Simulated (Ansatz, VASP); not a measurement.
## Al22In10Ga10As20O33 (amorphous Al2O3 against InGaAs(110), 6.1 A) in two plane-wave programs

One calculation is typed for both programs; each brings its own data sets. How far apart do they land? The structure shown is the start of the Ansatz relaxation below; VASP solves that cell, so the two are compared at the walk's first step.

Method: plane waves, with VASP 6.6.1 beside it; single point at PBE, in Ansatz 0.2.0.

## 1. The structure

The cell holds 95 atoms: 10 In, 20 As, 10 Ga, 22 Al and 33 O. Its edges and angles: a = 11.900 Å, b = 8.415 Å, c = 17.026 Å, α = 90.0°, β = 90.0°, γ = 90.0°. It derives from InGaAs2 (5 planes of zincblende GaAs(110)). A slab of 5 planes of zincblende GaAs(110) (starting lattice constant a = 5.95 A), 11.90 x 8.41 A in plane, 50 % of Ga replaced at random by In. 55 atoms (22 Al, 33 O) packed at random between the slab and its periodic image at 3.05 g/cm^3 (a layer of 6.1 A) and pushed apart as soft spheres. Langevin MD at fixed cell with the MACE-MP-0b2 small potential (Batatia et al., arXiv:2401.00096), steps of 1.5 fs: 0.63 ps at 3000 K with the crystal held, 3000 to 550 K in 1.8 ps with the crystal held, 550 to 300 K in 0.9 ps with its inner planes held; soft walls kept the melt out of the crystal while it was held. Then all atoms and the cell's height relaxed. The structure's axis is c.

## 2. Ansatz: relaxation, PBE

Ansatz runs on its default PAW (the set named soft_2) files.

The two programs are compared at the cell with which this relaxation starts, whose forces are those of its first step.

The input, input.yaml:

```yaml
crystal:
  lattice:
    - [11.9, 0.0, 0.0]
    - [0.0, 8.41457, 0.0]
    - [0.0, 0.0, 17.02555]
  atoms:
    - { symbol: In, position: [0.9872, 0.98802, 0.44025] }
    - { symbol: As, position: [0.10932, 0.99067, 0.05561] }
    - { symbol: Ga, position: [0.24848, 0.7533, 0.06349] }
    - { symbol: As, position: [0.38304, 0.75141, 0.17451] }
    - { symbol: In, position: [0.22269, 0.27222, 0.04244] }
    - { symbol: As, position: [0.37641, 0.25269, 0.15972] }
    - { symbol: In, position: [0.9814, 0.99338, 0.18195] }
    - { symbol: As, position: [0.11128, 0.99489, 0.30704] }
    - { symbol: Ga, position: [0.9824, 0.50157, 0.193] }
    - { symbol: As, position: [0.10364, 0.48895, 0.30983] }
    - { symbol: In, position: [0.24192, 0.24541, 0.2861] }
    - { symbol: As, position: [0.37002, 0.22017, 0.41084] }
    - { symbol: In, position: [0.23695, 0.73992, 0.29444] }
    - { symbol: As, position: [0.36476, 0.74269, 0.41811] }
    - { symbol: Ga, position: [0.98303, 0.48377, 0.43451] }
    - { symbol: As, position: [0.09561, 0.53375, 0.07207] }
    - { symbol: As, position: [0.12137, 0.98485, 0.56644] }
    - { symbol: In, position: [0.2454, 0.72595, 0.54858] }
    - { symbol: In, position: [0.24245, 0.24238, 0.53538] }
    - { symbol: As, position: [0.10296, 0.48448, 0.55472] }
    - { symbol: Ga, position: [0.48827, 0.97782, 0.41065] }
    - { symbol: As, position: [0.63375, 0.00944, 0.05004] }
    - { symbol: Ga, position: [0.72882, 0.7496, 0.08477] }
    - { symbol: As, position: [0.85858, 0.73558, 0.19484] }
    - { symbol: Ga, position: [0.74932, 0.25844, 0.0747] }
    - { symbol: As, position: [0.86423, 0.25867, 0.19387] }
    - { symbol: Ga, position: [0.50177, 0.00496, 0.16942] }
    - { symbol: As, position: [0.61896, 0.99538, 0.29729] }
    - { symbol: Ga, position: [0.50351, 0.49877, 0.16719] }
    - { symbol: As, position: [0.62369, 0.49161, 0.29206] }
[... 59 atom lines left out ...]
    - { symbol: O, position: [0.58264, 0.21545, 0.84518] }
    - { symbol: O, position: [0.29504, 0.1944, 0.8002] }
    - { symbol: O, position: [0.14308, 0.481, 0.79481] }
    - { symbol: O, position: [0.88278, 0.49127, 0.91319] }
    - { symbol: O, position: [0.92821, 0.9903, 0.89561] }
    - { symbol: O, position: [0.34157, 0.31174, 0.63378] }
kpoints:
  mp_grid: { grid: [1, 1, 1] }
hamiltonian:
  xc: pbe
scf:
  occupations: { method: fermi_dirac, width: 0.025 }
output:
  forces: true
relax:
  f_tol: 0.08
  max_steps: 90
  cell: { fix: [a, b, alpha, beta, gamma] }
```

Command:

```
$ ansatz run input.yaml --threads 4 --pin off --max-ram 8192MiB --backend cpu --events-out ev --progress --plain --runs-dir out
```

Numbers of over 12 decimals in the logs are rounded to 6 here.

What it wrote:

```text
Engine: ansatz 0.2.0, aarch64-unknown-linux-gnu
Pseudopotentials: kind: paw
Pseudopotential: In, paw, valence charge 13, recommended cutoff 420 eV (normal), In.paw.azcp
Pseudopotential: As, paw, valence charge 15, recommended cutoff 420 eV (normal), As.paw.azcp
Pseudopotential: Ga, paw, valence charge 13, recommended cutoff 420 eV (normal), Ga.paw.azcp
Pseudopotential: Al, paw, valence charge 3, recommended cutoff 420 eV (normal), Al.paw.azcp
Pseudopotential: O, paw, valence charge 6, recommended cutoff 420 eV (normal), O.paw.azcp
Functional definition: PBE
  parameter kappa = 0.804
  parameter beta = 0.066725
  exchange = pbe_x(kappa = kappa, mu = beta*pi^2/3)
  correlation = pbe_c(beta = beta)
Crystal: 95 atoms, lattice volume = 1704.826 Å³
Basis set: ecut = 420 eV, 33347 PW (Γ), exchange–correlation on 160×120×240 points (8 copies of the dense FFT grid, shifted against one another)
Bands: 507, of which v1, the nominal top of the filled ones, is band 412 counted from 1 (411 counted from 0)
Symmetry: 1 space group operations
Space group: P1 (ITA 1), of the structure as read, at distance tolerance 1.2e-4 Å
k-points: 1
Non-local potential: In, projectors of the file, l = 0: 2, l = 1: 2, l = 2: 2, l = 3: 2
Non-local potential: As, projectors of the file, l = 0: 2, l = 1: 2, l = 2: 3, l = 3: 1
Non-local potential: Ga, projectors of the file, l = 0: 2, l = 1: 2, l = 2: 3, l = 3: 1
Non-local potential: Al, projectors of the file, l = 0: 2, l = 1: 2, l = 2: 1
Non-local potential: O, projectors of the file, l = 0: 2, l = 1: 2, l = 2: 1
PAW form: soft (Blöchl's): semilocal exchange-correlation on the pseudo side does not see the compensation charge
PAW one-centre angular grid: In, 590 points (default); XC on 64 Gauss nodes
PAW one-centre angular grid: As, 590 points (default); XC on 64 Gauss nodes
PAW one-centre angular grid: Ga, 590 points (default); XC on 64 Gauss nodes
PAW one-centre angular grid: Al, 110 points (default); XC on 64 Gauss nodes
PAW one-centre angular grid: O, 110 points (default); XC on 64 Gauss nodes
Initial density: superposition of atomic densities (neutral atoms: chi_scale 0, normalization atom), corrected by the library's trained network
Initial wavefunctions: pseudopotential atomic-orbital guess
Functional: x = pbe(κ = 0.804, μ = 0.219515), c = pbe(β = 0.066725)
SCF iter   1: F=—  HF=-221548.734801 eV  |F-HF|=—  |Δ(HF+E_count)|=         —  Δρ=4.25e-3  dr2=1.32e0  ethr=1.77e-3  ⟨swp⟩=6.0  Hψ=2055  notcnv=0  defer=30
preconditioner: auto → LDOS  [metal: Δε(μ)=0.015 eV  Ē_g=13.720 eV  σ=0.025 eV  W_gap=0.15  n_scr=406 (ndim 8)  ℏωp=22.5 eV  f_vac=0.080  D(μ)=39.10/eV (n_scr^D=240)  β→1.0]
SCF iter   2: F=—  HF=-221548.629291 eV  |F-HF|=—  |Δ(HF+E_count)|=   1.06e-1  Δρ=3.14e-3  dr2=2.81e-1  ethr=1.60e-4  ⟨swp⟩=2.0  Hψ=872  notcnv=0  defer=90
SCF iter   3: F=—  HF=-221548.607199 eV  |F-HF|=—  |Δ(HF+E_count)|=   2.21e-2  Δρ=2.65e-3  dr2=2.13e-1  ethr=3.41e-5  ⟨swp⟩=2.0  Hψ=779  notcnv=0  defer=90
SCF iter   4: F=—  HF=-221548.575839 eV  |F-HF|=—  |Δ(HF+E_count)|=   3.14e-2  Δρ=8.01e-4  dr2=5.09e-2  ethr=2.59e-5  ⟨swp⟩=2.0  Hψ=726  notcnv=0  defer=90
SCF iter   5: F=—  HF=-221548.571590 eV  |F-HF|=—  |Δ(HF+E_count)|=   4.25e-3  Δρ=5.08e-4  dr2=1.70e-2  ethr=6.18e-6  ⟨swp⟩=2.0  Hψ=704  notcnv=0  defer=90
SCF iter   6: F=—  HF=-221548.569903 eV  |F-HF|=—  |Δ(HF+E_count)|=   1.69e-3  Δρ=2.96e-4  dr2=4.98e-3  ethr=2.06e-6  ⟨swp⟩=2.0  Hψ=704  notcnv=0  defer=90
SCF iter   7: F=—  HF=-221548.569453 eV  |F-HF|=—  |Δ(HF+E_count)|=   4.50e-4  Δρ=1.71e-4  dr2=1.09e-3  ethr=6.04e-7  ⟨swp⟩=2.0  Hψ=705  notcnv=0  defer=90
SCF iter   8: F=—  HF=-221548.569371 eV  |F-HF|=—  |Δ(HF+E_count)|=   8.17e-5  Δρ=8.41e-5  dr2=2.13e-4  ethr=1.32e-7  ⟨swp⟩=2.0  Hψ=708  notcnv=0  defer=90
SCF iter   9: F=—  HF=-221548.569342 eV  |F-HF|=—  |Δ(HF+E_count)|=   2.98e-5  Δρ=4.68e-5  dr2=7.91e-5  ethr=2.59e-8  ⟨swp⟩=2.0  Hψ=708  notcnv=0  defer=90
SCF iter  10: F=—  HF=-221548.569460 eV  |F-HF|=—  |Δ(HF+E_count)|=   1.19e-4  Δρ=2.86e-5  dr2=3.62e-5  ethr=9.60e-9  ⟨swp⟩=2.0  Hψ=820  notcnv=0  defer=90
SCF iter  11: F=—  HF=-221548.569457 eV  |F-HF|=—  |Δ(HF+E_count)|=   3.29e-6  Δρ=1.77e-5  dr2=1.50e-5  ethr=4.39e-9  ⟨swp⟩=2.0  Hψ=704  notcnv=0  defer=90
SCF iter  12: F=—  HF=-221548.569455 eV  |F-HF|=—  |Δ(HF+E_count)|=   1.81e-6  Δρ=1.15e-5  dr2=5.70e-6  ethr=1.82e-9  ⟨swp⟩=2.0  Hψ=706  notcnv=0  defer=90
SCF iter  13: F=—  HF=-221548.569455 eV  |F-HF|=—  |Δ(HF+E_count)|=   6.37e-7  Δρ=7.08e-6  dr2=2.04e-6  ethr=6.92e-10  ⟨swp⟩=2.0  Hψ=706  notcnv=0  defer=90
SCF iter  14: F=—  HF=-221548.569454 eV  |F-HF|=—  |Δ(HF+E_count)|=   1.35e-7  Δρ=4.48e-6  dr2=7.26e-7  ethr=2.47e-10  ⟨swp⟩=2.0  Hψ=703  notcnv=0  defer=90
SCF iter  15: F=—  HF=-221548.569454 eV  |F-HF|=—  |Δ(HF+E_count)|=   5.33e-8  Δρ=2.57e-6  dr2=2.68e-7  ethr=8.81e-11  ⟨swp⟩=2.0  Hψ=704  notcnv=0  defer=90
[...]
atom  90  O     -0.00374309     0.00687981     0.00036625
  atom  91  O      0.00431934    -0.00538278     0.00052300
  atom  92  O     -0.00129585     0.00197079     0.00364843
  atom  93  O     -0.00161055    -0.00100093    -0.00252965
  atom  94  O      0.00455029     0.00322935     0.00741233
  atom  95  O     -0.01383670    -0.00787266    -0.00908349
  max |Σ_I F_I| component: 4.48e-5 eV/Å
--- Stress (GPa, compression-positive) ---
       -0.541737       0.783701       0.027470
        0.783703       0.554262       0.581288
        0.027472       0.581290      -0.028804
  P = ⅓ Tr σ = -0.0054 GPa (-0.054 kbar)
--- Relaxed structure (18 steps of the walk, 14 accepted, 1 SCFs on fresh bases) ---
  F+E_penalty+E_count = -221549.73878216 eV   max|allowed force component| = 5.885e-2 eV/Å   (the final SCF, on the basis selected at the relaxed cell)
  cell:  # Å, volume = 1694.9115 Å³
    - [11.9, 0, 0]
    - [0, 8.41457, 0]
    - [0, 0, 16.926538]
  atoms:
    - { symbol: In, position: [0.991921, 0.988457, 0.448455] }
    - { symbol: As, position: [0.090114, 0.972055, 0.061935] }
    - { symbol: Ga, position: [0.241323, 0.736995, 0.065297] }
    - { symbol: As, position: [0.381023, 0.746126, 0.175142] }
    - { symbol: In, position: [0.219153, 0.223530, 0.011587] }
    - { symbol: As, position: [0.370408, 0.245358, 0.143203] }
    - { symbol: In, position: [0.979688, 1.002279, 0.194383] }
    - { symbol: As, position: [0.114700, 0.991375, 0.314150] }
    - { symbol: Ga, position: [0.982176, 0.505463, 0.185135] }
    - { symbol: As, position: [0.097227, 0.486482, 0.305496] }
    - { symbol: In, position: [0.242331, 0.243522, 0.276659] }
    - { symbol: As, position: [0.366044, 0.225342, 0.406418] }
    - { symbol: In, position: [0.240162, 0.733322, 0.298757] }
    - { symbol: As, position: [0.364475, 0.746096, 0.425529] }
    - { symbol: Ga, position: [0.979965, 0.483840, 0.432802] }
    - { symbol: As, position: [0.101066, 0.505346, 0.064198] }
    - { symbol: As, position: [0.131901, 0.982155, 0.576386] }
    - { symbol: In, position: [0.244574, 0.714569, 0.556193] }
    - { symbol: In, position: [0.238939, 0.242989, 0.533520] }
    - { symbol: As, position: [0.095977, 0.478771, 0.555501] }
    - { symbol: Ga, position: [0.488885, 0.984918, 0.411855] }
    - { symbol: As, position: [0.637039, 0.00635317, 0.045836] }
    - { symbol: Ga, position: [0.734290, 0.741302, 0.075980] }
    - { symbol: As, position: [0.853796, 0.741668, 0.191524] }
    - { symbol: Ga, position: [0.744975, 0.256554, 0.075022] }
    - { symbol: As, position: [0.857754, 0.263422, 0.195370] }
    - { symbol: Ga, position: [0.496868, 0.00223344, 0.164888] }
    - { symbol: As, position: [0.614148, 0.992551, 0.294283] }
    - { symbol: Ga, position: [0.499820, 0.492815, 0.157301] }
    - { symbol: As, position: [0.616071, 0.488860, 0.288201] }
    - { symbol: Ga, position: [0.733864, 0.242778, 0.312711] }
    - { symbol: As, position: [0.852040, 0.241625, 0.439001] }
    - { symbol: Ga, position: [0.730086, 0.739090, 0.307418] }
    - { symbol: As, position: [0.858601, 0.729308, 0.426575] }
    - { symbol: In, position: [0.488251, 0.487282, 0.412871] }
    - { symbol: As, position: [0.631982, 0.495993, 0.037669] }
    - { symbol: As, position: [0.562362, 0.960686, 0.545221] }
    - { symbol: In, position: [0.710432, 0.728488, 0.543435] }
    - { symbol: In, position: [0.701650, 0.208978, 0.558433] }
    - { symbol: As, position: [0.588326, 0.470553, 0.548817] }
    - { symbol: Al, position: [0.443231, 0.467553, 0.652083] }
    - { symbol: Al, position: [0.132578, 0.715656, 0.800864] }
    - { symbol: Al, position: [0.365002, 0.150262, 0.708681] }
    - { symbol: Al, position: [0.592132, 0.011077, 0.887807] }
    - { symbol: Al, position: [0.486196, 0.743561, 0.923013] }
    - { symbol: Al, position: [0.555426, 0.425743, 0.831950] }
    - { symbol: Al, position: [0.048168, 0.462259, 0.706534] }
    - { symbol: Al, position: [0.083237, 0.983781, 0.896360] }
    - { symbol: Al, position: [0.891674, 0.977261, -0.00421951] }
    - { symbol: Al, position: [0.842264, 1.016397, 0.806644] }
    - { symbol: Al, position: [0.300624, 0.959785, 0.832414] }
    - { symbol: Al, position: [0.060491, 0.044450, 0.711002] }
    - { symbol: Al, position: [0.313387, 0.576753, 0.900656] }
    - { symbol: Al, position: [0.901965, 0.732617, 0.716840] }
    - { symbol: Al, position: [0.446247, 0.839733, 0.684962] }
    - { symbol: Al, position: [0.792724, 0.382010, 0.758958] }
    - { symbol: Al, position: [0.920810, 0.282726, 0.910510] }
    - { symbol: Al, position: [0.765158, 0.645039, 0.894939] }
    - { symbol: Al, position: [0.174991, 0.305072, 0.829315] }
    - { symbol: Al, position: [0.685582, 0.788518, 0.748578] }
    - { symbol: Al, position: [0.982291, 0.635339, 0.963222] }
    - { symbol: Al, position: [0.603006, 0.175902, 0.744786] }
    - { symbol: O, position: [0.049465, 0.698202, 0.709815] }
    - { symbol: O, position: [0.697234, 0.502324, 0.822055] }
    - { symbol: O, position: [0.359444, 0.697703, 0.983764] }
    - { symbol: O, position: [0.550117, 0.732649, 0.733542] }
    - { symbol: O, position: [0.686443, 0.994709, 0.792649] }
    - { symbol: O, position: [0.275685, 0.733433, 0.834209] }
    - { symbol: O, position: [0.898181, 0.500995, 0.718894] }
    - { symbol: O, position: [0.127159, 0.947216, 0.793632] }
    - { symbol: O, position: [0.771701, 0.755897, 0.662930] }
    - { symbol: O, position: [0.063694, 0.748700, 0.897319] }
    - { symbol: O, position: [0.228975, 0.014180, 0.924870] }
    - { symbol: O, position: [0.502561, 0.059807, 0.699241] }
    - { symbol: O, position: [0.635981, 0.777679, 0.908610] }
    - { symbol: O, position: [0.861722, 0.191619, 0.998548] }
    - { symbol: O, position: [0.378943, 0.659854, 0.641046] }
    - { symbol: O, position: [0.461503, 0.554053, 0.877056] }
    - { symbol: O, position: [0.816384, 0.762920, 0.810187] }
    - { symbol: O, position: [0.507132, 0.371425, 0.736221] }
    - { symbol: O, position: [0.452603, 0.931223, 0.876654] }
    - { symbol: O, position: [0.322793, 0.940240, 0.718566] }
    - { symbol: O, position: [0.251212, 0.393616, 0.916017] }
    - { symbol: O, position: [0.844455, 0.231752, 0.822985] }
    - { symbol: O, position: [0.076573, 0.250294, 0.726940] }
    - { symbol: O, position: [0.064940, 0.223010, 0.894865] }
    - { symbol: O, position: [0.718008, 0.258739, 0.692215] }
    - { symbol: O, position: [0.852777, 0.760101, 0.984671] }
    - { symbol: O, position: [0.921710, 0.965070, 0.721898] }
    - { symbol: O, position: [0.581578, 0.217808, 0.853321] }
    - { symbol: O, position: [0.294552, 0.186278, 0.798584] }
    - { symbol: O, position: [0.140945, 0.497367, 0.790487] }
    - { symbol: O, position: [0.888455, 0.496415, 0.915505] }
    - { symbol: O, position: [0.925874, 0.993180, 0.893845] }
    - { symbol: O, position: [0.347510, 0.301446, 0.635166] }
```

The column dr2 measures how far the density is from self-consistency, as an energy; F and HF (Harris–Foulkes) agree once it is small.

[end of part 1 of 2]

[Lines on the potential files, build, host, timing and source positions are cut from VASP's logs without a mark.]

[Logs are printed without paths, hosts, clocks, repeated set-up lines and the standing remarks that a program may print on its own settings, such as how far it seeks lower states.]

[Hosts, paths, dates, database ids (printed as entryN), source tags and the programs' standing remarks are cut or masked in the printed files.]
